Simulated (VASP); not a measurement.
# C (Fd-3m) in VASP: notebook, part 2 of 2

VASP 6.6.1.

## 3. Relaxation of cell and atoms, PBE

This run uses another cell than the first one, of 5.70 Å³/atom, 1.006 times its volume.

Contents of INCAR:

```
SYSTEM = C
PREC = Accurate ; ENCUT = 520
EDIFF = 1E-7 ; ISMEAR = 0
SIGMA = 0.02 ; LREAL = .FALSE.
LASPH = .TRUE. ; NELM = 100
ALGO = Normal ; ISIF = 3
LWAVE = .FALSE. ; LCHARG = .FALSE.
GGA = PE ; IBRION = 2
NSW = 80 ; EDIFFG = -0.002
AMIX = 0.2
```

Contents of KPOINTS:

```
regular mesh
0
G
  14 14 14
  0 0 0
```

Contents of POSCAR:

```
C                                       
1.0
   -0.0000000000      1.7867088572      1.7867088572
    1.7867088572     -0.0000000000      1.7867088572
    1.7867088572      1.7867088572      0.0000000000
  C             
     2
Direct
     0.0000000000000000    0.0000000000000000    0.0000000000000000
     0.2500000000000000    0.2500000000000000    0.2500000000000000
```

Potentials or basis: VASP PAW PBE potentials, release 64 (C).

On the command line:

```
$ cat potpaw_PBE.64/C/POTCAR > POTCAR
$ mpirun -np 1 vasp_std > vasp.out
```

OUTCAR:

```text
SYSTEM = C
   PREC = Accurate
   ENCUT = 520
   EDIFF = 1E-7
   ISMEAR = 0
   LREAL = .FALSE.
   LASPH = .TRUE.
   NELM = 100
   ISIF = 3
   GGA = PE
   IBRION = 2
   NSW = 80
   EDIFFG = -0.002
   AMIX = 0.2

 ion  position               nearest neighbor table
   1  0.000  0.000  0.000-   2 1.55   2 1.55   2 1.55   2 1.55
   2  0.250  0.250  0.250-   1 1.55   1 1.55   1 1.55   1 1.55

  LATTYP: Found a face centered cubic cell.
 ALAT       =     3.5734177144

  Lattice vectors:

 A1 = (   0.0000000000,   1.7867088572,   1.7867088572)
 A2 = (   1.7867088572,   0.0000000000,   1.7867088572)
 A3 = (   1.7867088572,   1.7867088572,   0.0000000000)

Analysis of symmetry for initial positions (statically):
=====================================================================
 Subroutine PRICEL returns:
 Original cell was already a primitive cell.

 Routine SETGRP: Setting up the symmetry group for a
 face centered cubic supercell.

 Subroutine GETGRP returns: Found 48 space group operations
 (whereof 24 operations were pure point group operations)
 out of a pool of 48 trial point group operations.

The static configuration has the point symmetry T_d .
 The point group associated with its full space group is O_h .

Analysis of symmetry for dynamics (positions and initial velocities):
=====================================================================
 Subroutine PRICEL returns:
 Original cell was already a primitive cell.

 Routine SETGRP: Setting up the symmetry group for a
 face centered cubic supercell.

 Subroutine GETGRP returns: Found 48 space group operations
 (whereof 24 operations were pure point group operations)
 out of a pool of 48 trial point group operations.

The dynamic configuration has the point symmetry T_d .
 The point group associated with its full space group is O_h .

 Subroutine INISYM returns: Found 48 space group operations
 (whereof 24 operations are pure point group operations),
 and found     1 'primitive' translations

----------------------------------------------------------------------------------------

                                     Primitive cell

  volume of cell :      11.4075

  direct lattice vectors                    reciprocal lattice vectors
     0.000000000  1.786708857  1.786708857    -0.279844138  0.279844138  0.279844138
     1.786708857  0.000000000  1.786708857     0.279844138 -0.279844138  0.279844138
     1.786708857  1.786708857  0.000000000     0.279844138  0.279844138 -0.279844138

  length of vectors
     2.526787898  2.526787898  2.526787898     0.484704265  0.484704265  0.484704265

  position of ions in fractional coordinates (direct lattice)
     0.000000000  0.000000000  0.000000000
     0.250000000  0.250000000  0.250000000

  ion indices of the primitive-cell ions
   primitive index   ion index
                 1           1
                 2           2

----------------------------------------------------------------------------------------

 KPOINTS: regular mesh

Automatic generation of k-mesh.
 Grid dimensions read from file:
[... 24 lines left out ...]
  0.142857  0.000000  0.000000      8.000000
  0.214286  0.000000  0.000000      8.000000
  0.285714  0.000000  0.000000      8.000000
  0.357143  0.000000  0.000000      8.000000
[... 16 lines left out ...]
  0.214286  0.142857  0.000000     24.000000
  0.285714  0.142857  0.000000     24.000000
 [... further k-points ...]
   k-points           NKPTS =    104   k-points in BZ     NKDIM =    104   number of bands    NBANDS=      8
   number of dos      NEDOS =    301   number of ions     NIONS =      2
   total plane-waves  NPLWV =   8000
   dimension x,y,z NGX =    20 NGY =   20 NGZ =   20
   dimension x,y,z NGXF=    40 NGYF=   40 NGZF=   40
   ions per type =               2
   NGX,Y,Z   is equivalent  to a cutoff of  13.16, 13.16, 13.16 a.u.
   NGXF,Y,Z  is equivalent  to a cutoff of  26.32, 26.32, 26.32 a.u.
 SYSTEM =  C
   PREC   = accura    normal or accurate (medium, high low for compatibility)
   ISTART =      0    job   : 0-new  1-cont  2-samecut
   ICHARG =      2    charge: 1-file 2-atom 10-const
   ISPIN  =      1    spin polarized calculation?
   LNONCOLLINEAR =      F non collinear calculations
   LSORBIT =      F    spin-orbit coupling
   LASPH  =      T    aspherical Exc in radial PAW
   ENCUT  =  520.0 eV  38.22 Ry    6.18 a.u.   4.70  4.70  4.70*2*pi/ulx,y,z
   NELM   =    100;   NELMIN=  2; NELMDL= -5     # of ELM steps
   EDIFF  = 0.1E-06   stopping-criterion for ELM
   LREAL  =      F    real-space projection
   EDIFFG = -.2E-02   stopping-criterion for IOM
   NSW    =     80    number of steps for IOM
   IBRION =      2    ionic relax: 0-MD 1-quasi-New 2-CG
   NFREE  =      1    steps in history (QN), initial steepest desc. (CG)
   ISIF   =      3    stress and relaxation
   ISYM   =      2    0-nonsym 1-usesym 2-fastsym
   POTIM  = 0.5000    time-step for ionic-motion
   TEBEG  =    0.0;   TEEND  =   0.0 temperature during run
   PSTRESS=    0.0 pullay stress
   NELECT =       8.0000    total number of electrons
   NUPDOWN=      -1.0000    fix difference up-down
   EMIN   =  10.00;   EMAX   =-10.00  energy-range for DOS
   EFERMI =   0.00;   METHOD = LEGACY
   ISMEAR =     0;   SIGMA  =   0.02  broadening in eV -4-tet -1-fermi 0-gaus
   EFERMI_NEDOS =   21; number of points for ismear=-14 and -15
   IALGO  =     38    algorithm
   IMIX   =      4    mixing-type and parameters
     AMIX     =   0.20;   BMIX     =  1.00
     AMIX_MAG =   0.80;   BMIX_MAG =  1.00
  volume/ion in A,a.u.               =       5.70        38.49
  Fermi-wavevector in a.u.,A,eV,Ry     =   1.454480  2.748568 28.783283  2.115512
  Thomas-Fermi vector in A             =   2.571626
   LORBIT       =      0    0 simple, 1 ext, 2 COOP (PROOUT), +10 PAW based schemes
   GGA     = PE    functional components
   LHFCALC =     F    Hartree Fock is set to
   AEXX    =    0.0000 exact exchange contribution
   IVDW    =     0    specifies the selected vdW correction
   LEPSILON=     F    determine dielectric tensor
   LRPA    =     F    only Hartree local field effects (RPA)
 conjugate gradient relaxation of ions
 non-spin polarized calculation
 Gauss-broadening in eV      SIGMA  =   0.02
  energy-cutoff  :      520.00
  volume of cell :       11.41
 maximum number of plane-waves:       331
   NGX =  9   NGY =  9   NGZ =  9

 number of electron       7.9999999 magnetization

 Free energy of the ion-electron system (eV)
  ---------------------------------------------------
  ext. energy  EPLUGINS =         0.00000000
  ---------------------------------------------------
  free energy    TOTEN  =       -18.18583716 eV

  energy without entropy =      -18.18583716  energy(sigma->0) =      -18.18583716

 E-fermi :   9.8349     XC(G=0): -13.2227

 val. band max:        9.6488971255   @ k =   0.0000   0.0000   0.0000
 cond. band min:      13.7659489015   @ k =   0.3571   0.3571   0.0000
 fundamental gap:      4.1170517760
 Fermi energy:         9.8348697758

 k-point     1 :       0.0000    0.0000    0.0000
  band No.  band energies     occupation
      1     -11.7530      2.00000
      2       9.6489      2.00000
      3       9.6489      2.00000
      4       9.6489      2.00000
      5      15.2235      0.00000
      6      15.2235      0.00000
      7      15.2235      0.00000
      8      22.8526      0.00000
[... 243 lines left out ...]
 k-point    24 :       0.2857    0.1429    0.0000
  band No.  band energies     occupation
      1      -9.7091      2.00000
      2       3.6532      2.00000
      3       6.3505      2.00000
      4       7.0623      2.00000
      5      15.5452      0.00000
      6      19.5693      0.00000
      7      19.6807      0.00000
      8      21.9823      0.00000

 [... further k-points ...]

------------------------ aborting loop because EDIFF is reached ----------------------------------------

  FORCE on cell =-STRESS in cart. coord.  units (eV):
  Direction    XX          YY          ZZ          XY          YZ          ZX
  --------------------------------------------------------------------------------------
  -------------------------------------------------------------------------------------
  Total       -0.0003407     -0.0003407     -0.0003407      0.0000000     -0.0000000      0.0000000
  in kB       -0.0478557     -0.0478557     -0.0478557      0.0000000     -0.0000000      0.0000000
  external PRESSURE =      -0.0478557 kB  Pullay stress =       0.0000000 kB

 VOLUME and BASIS-vectors are now :
 -----------------------------------------------------------------------------
  energy-cutoff  :      520.00
  volume of cell :       11.41
      direct lattice vectors                 reciprocal lattice vectors
     0.000000000  1.786708857  1.786708857    -0.279844138  0.279844138  0.279844138
     1.786708857  0.000000000  1.786708857     0.279844138 -0.279844138  0.279844138
     1.786708857  1.786708857  0.000000000     0.279844138  0.279844138 -0.279844138

 POSITION                                       TOTAL-FORCE (eV/Angst)
 -----------------------------------------------------------------------------------
      0.00000      0.00000      0.00000         0.000000      0.000000     -0.000000
      0.89335      0.89335      0.89335        -0.000000     -0.000000      0.000000
 -----------------------------------------------------------------------------------
    total drift:                                0.000000      0.000000      0.000000

  FREE ENERGIE OF THE ION-ELECTRON SYSTEM (eV)
  ---------------------------------------------------
  free  energy   TOTEN  =       -18.1858371628 eV

  energy  without entropy=      -18.1858371628  energy(sigma->0) =      -18.18583716

 reached required accuracy - stopping structural energy minimisation
```

OSZICAR:

```text
N       E                     dE             d eps       ncg     rms          rms(c)
DAV:   1    -0.144491469105E+01   -0.14449E+01   -0.50978E+03  1744   0.996E+02
DAV:   2    -0.187155586291E+02   -0.17271E+02   -0.16471E+02  2688   0.108E+02
DAV:   3    -0.188136977088E+02   -0.98139E-01   -0.98139E-01  1768   0.107E+01
DAV:   4    -0.188138453023E+02   -0.14759E-03   -0.14759E-03  2368   0.430E-01
DAV:   5    -0.188138453832E+02   -0.80896E-07   -0.80894E-07  1752   0.573E-03    0.552E+00
DAV:   6    -0.185381637236E+02    0.27568E+00   -0.92056E-02  1712   0.242E+00    0.440E+00
DAV:   7    -0.181840509542E+02    0.35411E+00   -0.88499E-01  1792   0.760E+00    0.103E+00
DAV:   8    -0.181859308281E+02   -0.18799E-02   -0.17640E-03  1688   0.528E-01    0.235E-01
DAV:   9    -0.181858076194E+02    0.12321E-03   -0.10610E-03  2184   0.286E-01    0.471E-02
DAV:  10    -0.181858216813E+02   -0.14062E-04   -0.51193E-06  1896   0.274E-02    0.176E-02
DAV:  11    -0.181858370992E+02   -0.15418E-04   -0.15159E-05  1888   0.443E-02    0.172E-03
DAV:  12    -0.181858371628E+02   -0.63562E-07   -0.82406E-08  2040   0.352E-03
   1 F= -.18185837E+02 E0= -.18185837E+02  d E =-.181858E+02
```

It took 8.3 s on 1 thread of AMD EPYC 7R13 (Zen 3), shared host; peak memory 0.09 GiB.

What came out:

| Quantity | Value |
| --- | --- |
| Free energy | -18.1858 eV |
| Pressure after relaxing | 0.0 GPa |
| Band gap on the k mesh | 4.12 eV, indirect (least direct gap 5.57 eV) |

Final structure:
```cif
data_structure
_symmetry_space_group_name_H-M 'P 1'
_symmetry_Int_Tables_number 1
_cell_length_a 2.5268
_cell_length_b 2.5268
_cell_length_c 2.5268
_cell_angle_alpha 60.000
_cell_angle_beta 60.000
_cell_angle_gamma 60.000
_cell_volume 11.41
loop_
_atom_site_label
_atom_site_type_symbol
_atom_site_fract_x
_atom_site_fract_y
_atom_site_fract_z
_atom_site_occupancy
C1 C 0.00000 0.00000 0.00000 1
C2 C 0.25000 0.25000 0.25000 1
```

Caveat: the relaxation stopped at its first step, so nothing moved. As with any semilocal functional, this PBE gap is likely too small.
